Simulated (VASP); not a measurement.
# CdTe (F-43m) in VASP: further runs

The runs below take CdTe through single point, relaxation of cell and atoms, with PBE0, B3LYP, b88 exchange, pbe correlation.

Program: VASP 6.6.1. These are calculated values, not measurements. Logs are shortened: lines on timing, memory, paths and dates and some standing lists are left out, and cuts for length are marked.

**What was measured.**

A printed reference work, data compilation reports, for a bulk crystal of CdTe at 0 K: band gap 1.607 eV.

The runs below are set against these values where they give the same quantity.

### Step 1. The cell of the first run

Symmetry: F-43m, No. 216, cubic system. The conventional cell has a = 6.567 Å, b = 6.567 Å, c = 6.567 Å, α = 90.00°, β = 90.00°, γ = 90.00°. Te (site symmetry -43m) has 4 Cd at 2.84 Å within 3.7 Å. Within 3.7 Å of Cd (site symmetry -43m) lie 4 Te at 2.84 Å.

### Step 2. Single point, PBE0

File POSCAR:

```
CdTe
1.0
    0.0000000000      3.2832792988      3.2832792988
    3.2832792988      0.0000000000      3.2832792988
    3.2832792988      3.2832792988      0.0000000000
Te Cd
1 1
Direct
    0.7500000000      0.7500000000      0.7500000000
    0.0000000000      0.0000000000      0.0000000000
```

File INCAR.step1:

```
PREC     = Accurate       # precision mode
ENCUT    = 520            # plane-wave cutoff, eV
EDIFF    = 1E-5           # SCF threshold, eV
ISMEAR   = -1             # smearing method
SIGMA    = 0.05           # smearing width, eV
LREAL    = False          # projectors in reciprocal space
LASPH    = True           # aspherical terms in the spheres
NELM     = 100            # most SCF steps
ALGO     = Normal         # electronic algorithm
ISIF     = 2              # what is computed and relaxed
LWAVE    = True           # write WAVECAR
LCHARG   = False          # write CHGCAR
NBANDS   = 16             # bands
GGA      = PE             # functional
```

File INCAR.step2:

```
PREC     = Accurate       # precision mode
ENCUT    = 520            # plane-wave cutoff, eV
EDIFF    = 1E-6           # SCF threshold, eV
ISMEAR   = -1             # smearing method
SIGMA    = 0.05           # smearing width, eV
LREAL    = False          # projectors in reciprocal space
LASPH    = True           # aspherical terms in the spheres
NELM     = 100            # most SCF steps
ALGO     = Normal         # electronic algorithm
ISIF     = 2              # what is computed and relaxed
LWAVE    = False          # write WAVECAR
LCHARG   = False          # write CHGCAR
GGA      = PE             # functional
LHFCALC  = True           # exact exchange
AEXX     = 0.25           # exact-exchange fraction
PRECFOCK = Normal       
NBANDS   = 16             # bands
ISTART   = 1
```

File KPOINTS:

```
Automatic mesh
0
Gamma
  4 4 4
```

Potentials or basis: VASP PAW PBE potentials, release 64 (Te, Cd).

The run is started by

```console
$ cat potpaw_PBE.64/Te/POTCAR potpaw_PBE.64/Cd/POTCAR > POTCAR
$ cp INCAR.step1 INCAR
$ mpirun -np 1 vasp_std > vasp.out
$ cp INCAR.step2 INCAR
$ mpirun -np 1 vasp_std > vasp.out
```

OUTCAR:

```text
PREC = Accurate
   ENCUT = 520
   EDIFF = 1E-6
   ISMEAR = -1
   LREAL = False
   LASPH = True
   NELM = 100
   ISIF = 2
   GGA = PE
   LHFCALC = True
   AEXX = 0.25
   PRECFOCK = Normal
   ISTART = 1

 ion  position               nearest neighbor table
   1  0.750  0.750  0.750-   2 2.84   2 2.84   2 2.84   2 2.84
   2  0.000  0.000  0.000-   1 2.84   1 2.84   1 2.84   1 2.84

  LATTYP: Found a face centered cubic cell.
 ALAT       =     6.5665585976

  Lattice vectors:

 A1 = (   0.0000000000,   3.2832792988,   3.2832792988)
 A2 = (   3.2832792988,   0.0000000000,   3.2832792988)
 A3 = (   3.2832792988,   3.2832792988,   0.0000000000)

Analysis of symmetry for initial positions (statically):
=====================================================================
 Subroutine PRICEL returns:
 Original cell was already a primitive cell.

 Routine SETGRP: Setting up the symmetry group for a
 face centered cubic supercell.

 Subroutine GETGRP returns: Found 24 space group operations
 (whereof 24 operations were pure point group operations)
 out of a pool of 48 trial point group operations.

The static configuration has the point symmetry T_d .

Analysis of symmetry for dynamics (positions and initial velocities):
=====================================================================
 Subroutine PRICEL returns:
 Original cell was already a primitive cell.

 Routine SETGRP: Setting up the symmetry group for a
 face centered cubic supercell.

 Subroutine GETGRP returns: Found 24 space group operations
 (whereof 24 operations were pure point group operations)
 out of a pool of 48 trial point group operations.

The dynamic configuration has the point symmetry T_d .

 Subroutine INISYM returns: Found 24 space group operations
 (whereof 24 operations are pure point group operations),
 and found     1 'primitive' translations

----------------------------------------------------------------------------------------

                                     Primitive cell

  volume of cell :      70.7870

  direct lattice vectors                    reciprocal lattice vectors
     0.000000000  3.283279299  3.283279299    -0.152286770  0.152286770  0.152286770
     3.283279299  0.000000000  3.283279299     0.152286770 -0.152286770  0.152286770
     3.283279299  3.283279299  0.000000000     0.152286770  0.152286770 -0.152286770

  length of vectors
     4.643258113  4.643258113  4.643258113     0.263768423  0.263768423  0.263768423

  position of ions in fractional coordinates (direct lattice)
     0.750000000  0.750000000  0.750000000
     0.000000000  0.000000000  0.000000000

  ion indices of the primitive-cell ions
   primitive index   ion index
                 1           1
                 2           2

----------------------------------------------------------------------------------------

 KPOINTS: Automatic mesh

Automatic generation of k-mesh.
 Grid dimensions read from file:
 generate k-points for:    4    4    4

 Generating k-lattice:

  Cartesian coordinates                     Fractional coordinates (reciprocal lattice)
    -0.038071693  0.038071693  0.038071693     0.250000000  0.000000000  0.000000000
     0.038071693 -0.038071693  0.038071693     0.000000000  0.250000000  0.000000000
     0.038071693  0.038071693 -0.038071693     0.000000000  0.000000000  0.250000000

  Length of vectors
     0.065942106  0.065942106  0.065942106

  Shift w.r.t. Gamma in fractional coordinates (k-lattice)
     0.000000000  0.000000000  0.000000000

 Subroutine IBZKPT returns following result:
 ===========================================

 Found      8 irreducible k-points:

 Following reciprocal coordinates:
            Coordinates               Weight
  0.000000  0.000000  0.000000      1.000000
  0.250000  0.000000  0.000000      8.000000
  0.500000  0.000000  0.000000      4.000000
  0.250000  0.250000  0.000000      6.000000
  0.500000  0.250000  0.000000     24.000000
 -0.250000  0.250000  0.000000     12.000000
  0.500000  0.500000  0.000000      3.000000
 -0.250000  0.500000  0.250000      6.000000
   k-points           NKPTS =      8   k-points in BZ     NKDIM =     64   number of bands    NBANDS=     16
   number of dos      NEDOS =    301   number of ions     NIONS =      2
   total plane-waves  NPLWV =  46656
   dimension x,y,z NGX =    36 NGY =   36 NGZ =   36
   dimension x,y,z NGXF=    72 NGYF=   72 NGZF=   72
   ions per type =               1   1
   NGX,Y,Z   is equivalent  to a cutoff of  12.89, 12.89, 12.89 a.u.
   NGXF,Y,Z  is equivalent  to a cutoff of  25.78, 25.78, 25.78 a.u.
 SYSTEM =  unknown system
   PREC   = accura    normal or accurate (medium, high low for compatibility)
   ISTART =      1    job   : 0-new  1-cont  2-samecut
   ICHARG =      0    charge: 1-file 2-atom 10-const
   ISPIN  =      1    spin polarized calculation?
   LNONCOLLINEAR =      F non collinear calculations
   LSORBIT =      F    spin-orbit coupling
   LASPH  =      T    aspherical Exc in radial PAW
   ENCUT  =  520.0 eV  38.22 Ry    6.18 a.u.   8.63  8.63  8.63*2*pi/ulx,y,z
   NELM   =    100;   NELMIN=  2; NELMDL=  0     # of ELM steps
   EDIFF  = 0.1E-05   stopping-criterion for ELM
   LREAL  =      F    real-space projection
   EDIFFG = 0.1E-04   stopping-criterion for IOM
   NSW    =      0    number of steps for IOM
   IBRION =     -1    ionic relax: 0-MD 1-quasi-New 2-CG
   NFREE  =      0    steps in history (QN), initial steepest desc. (CG)
   ISIF   =      2    stress and relaxation
   ISYM   =      3    0-nonsym 1-usesym 2-fastsym
   POTIM  = 0.5000    time-step for ionic-motion
   TEBEG  =    0.0;   TEEND  =   0.0 temperature during run
   PSTRESS=    0.0 pullay stress
   NELECT =      18.0000    total number of electrons
   NUPDOWN=      -1.0000    fix difference up-down
   EMIN   =  10.00;   EMAX   =-10.00  energy-range for DOS
   EFERMI =   0.00;   METHOD = LEGACY
   ISMEAR =    -1;   SIGMA  =   0.05  broadening in eV -4-tet -1-fermi 0-gaus
   EFERMI_NEDOS =   21; number of points for ismear=-14 and -15
   IALGO  =     38    algorithm
   IMIX   =      1    mixing-type and parameters
     AMIX     =   0.40;   BMIX     =  1.00
     AMIX_MAG =   1.60;   BMIX_MAG =  1.00
  volume/ion in A,a.u.               =      35.39       238.85
  Fermi-wavevector in a.u.,A,eV,Ry     =   1.037165  1.959958 14.635939  1.075711
  Thomas-Fermi vector in A             =   2.171590
   LORBIT       =      0    0 simple, 1 ext, 2 COOP (PROOUT), +10 PAW based schemes
   GGA     = PE    functional components
   LHFCALC =     T    Hartree Fock is set to
   PRECFOCK=normal    Normal, Fast or Accurate (Low or Medium for compatibility)
   ENCUT4O =  -1.0   cutoff for four orbital integrals eV
   NKREDX  =     1    reduce k-point grid by
   NKREDY  =     1    reduce k-point grid by
   NKREDZ  =     1    reduce k-point grid by
   AEXX    =    0.2500 exact exchange contribution
   HFSCREEN=    0.0000 screening length (either q_TF or 0.3 A-1)
   HFSCREENC=   0.0000 screening length for correlation (either q_TF or 0.3 A-1)
   ENCUTFOCK=  -1.0 apply spherical cutoff to Coloumb kernel
   IVDW    =     0    specifies the selected vdW correction
   LEPSILON=     F    determine dielectric tensor
   LRPA    =     F    only Hartree local field effects (RPA)
 non-spin polarized calculation
  energy-cutoff  :      520.00
  volume of cell :       70.79
 maximum number of plane-waves:      1924
 NGX is ok and might be reduce to    36
  NGX = 28; NGY = 28; NGZ = 28

 number of electron      18.0000006 magnetization

 Free energy of the ion-electron system (eV)
  ---------------------------------------------------
  ext. energy  EPLUGINS =         0.00000000
  ---------------------------------------------------
  free energy    TOTEN  =        -6.56406606 eV

  energy without entropy =       -6.56406606  energy(sigma->0) =       -6.56406606

 E-fermi :   2.2409     XC(G=0):  -6.6529

 val. band max:        1.1402785916   @ k =   0.0000   0.0000   0.0000
 cond. band min:       3.2519741656   @ k =   0.0000   0.0000   0.0000
 fundamental gap:      2.1116955740
 Fermi energy:         2.2408833308

 k-point     1 :       0.0000    0.0000    0.0000
  band No.  band energies     occupation
      1     -10.8231      2.00000
      2      -8.4028      2.00000
      3      -8.4028      2.00000
      4      -8.4028      2.00000
      5      -8.1667      2.00000
      6      -8.1667      2.00000
[... 8 lines left out ...]
     15      12.1407      0.00000
     16      12.1407      0.00000

 k-point     2 :       0.2500    0.0000    0.0000
  band No.  band energies     occupation
      1     -10.6391      2.00000
      2      -8.3716      2.00000
      3      -8.3716      2.00000
      4      -8.1752      2.00000
      5      -8.1673      2.00000
      6      -8.1673      2.00000
[... 8 lines left out ...]
     15      11.2063      0.00000
     16      11.2063      0.00000

 k-point     3 :       0.5000    0.0000    0.0000
  band No.  band energies     occupation
      1     -10.4712      2.00000
      2      -8.3467      2.00000
      3      -8.3467      2.00000
      4      -8.1605      2.00000
      5      -8.1605      2.00000
      6      -7.7503      2.00000
[... 8 lines left out ...]
     15      13.1848      0.00000
     16      13.1848      0.00000

 k-point     4 :       0.2500    0.2500    0.0000
  band No.  band energies     occupation
      1     -10.5813      2.00000
      2      -8.3359      2.00000
      3      -8.3359      2.00000
      4      -8.2300      2.00000
      5      -8.1542      2.00000
      6      -8.0991      2.00000
[... 8 lines left out ...]
     15      12.7097      0.00000
     16      13.5005      0.00000

 k-point     5 :       0.5000    0.2500    0.0000
  band No.  band energies     occupation
      1     -10.4215      2.00000
      2      -8.3159      2.00000
      3      -8.3028      2.00000
      4      -8.2000      2.00000
      5      -8.1541      2.00000
      6      -7.6786      2.00000
[... 8 lines left out ...]
     15      13.3865      0.00000
     16      13.8352      0.00000

 k-point     6 :      -0.2500    0.2500    0.0000
  band No.  band energies     occupation
      1     -10.4724      2.00000
      2      -8.3337      2.00000
      3      -8.3297      2.00000
      4      -8.1736      2.00000
      5      -8.1719      2.00000
      6      -7.8165      2.00000
[... 8 lines left out ...]
     15      12.3875      0.00000
     16      13.9437      0.00000

 k-point     7 :       0.5000    0.5000    0.0000
  band No.  band energies     occupation
      1     -10.3721      2.00000
      2      -8.2624      2.00000
      3      -8.2624      2.00000
      4      -8.2478      2.00000
      5      -8.1416      2.00000
      6      -7.5783      2.00000
[... 8 lines left out ...]
     15      13.7063      0.00000
     16      14.3807      0.00000

 k-point     8 :      -0.2500    0.5000    0.2500
  band No.  band energies     occupation
      1     -10.3744      2.00000
      2      -8.2977      2.00000
      3      -8.2863      2.00000
      4      -8.1937      2.00000
      5      -8.1656      2.00000
      6      -7.5089      2.00000
[... 8 lines left out ...]
     15      13.9809      0.00000
     16      14.1024      0.00000

------------------------ aborting loop because EDIFF is reached ----------------------------------------

  FORCE on cell =-STRESS in cart. coord.  units (eV):
  Direction    XX          YY          ZZ          XY          YZ          ZX
  --------------------------------------------------------------------------------------
  -------------------------------------------------------------------------------------
  Total       -0.0488349     -0.0488349     -0.0488349     -0.0000000      0.0000000     -0.0000000
  in kB       -1.1053179     -1.1053179     -1.1053179     -0.0000000      0.0000000     -0.0000000
  external PRESSURE =      -1.1053179 kB  Pullay stress =       0.0000000 kB

 VOLUME and BASIS-vectors are now :
 -----------------------------------------------------------------------------
  energy-cutoff  :      520.00
  volume of cell :       70.79
      direct lattice vectors                 reciprocal lattice vectors
     0.000000000  3.283279299  3.283279299    -0.152286770  0.152286770  0.152286770
     3.283279299  0.000000000  3.283279299     0.152286770 -0.152286770  0.152286770
     3.283279299  3.283279299  0.000000000     0.152286770  0.152286770 -0.152286770

 POSITION                                       TOTAL-FORCE (eV/Angst)
 -----------------------------------------------------------------------------------
      4.92492      4.92492      4.92492        -0.000000     -0.000000     -0.000000
      0.00000      0.00000      0.00000         0.000000      0.000000      0.000000
 -----------------------------------------------------------------------------------
    total drift:                               -0.000009     -0.000010     -0.000005

  FREE ENERGIE OF THE ION-ELECTRON SYSTEM (eV)
  ---------------------------------------------------
  free  energy   TOTEN  =        -6.5640660628 eV

  energy  without entropy=       -6.5640660627  energy(sigma->0) =       -6.56406606
```

Run time: 4.4 min. Hardware: 1 thread of Intel Xeon 6975P-C (Granite Rapids), shared host; peak memory 0.22 GiB.

What came out:

| Item | Value |
| --- | --- |
| Free energy | -6.5641 eV |
| Pressure | -0.1 GPa |
| Band gap on the k mesh | 2.11 eV |

Levels at points of the mesh, in eV from the valence-band top:
```csv
k point,band 6,band 7,band 8,band 9,band 10,band 11,band 12,band 13
"(0.00, 0.00, 0.00)",-9.31,0.00,0.00,0.00,2.11,6.20,6.20,6.20
"(0.50, 0.00, 0.00)",-8.89,-4.57,-0.78,-0.78,3.27,6.78,6.78,8.64
"(0.50, 0.50, 0.00)",-8.72,-4.47,-1.89,-1.89,4.04,4.18,10.48,10.90
```

Caveat: the PAW data sets were made with another functional, which shifts forces and pressure a little; spin-orbit coupling is left out, which moves the levels of the heavy elements.

(Continued in part 2 of 2.)
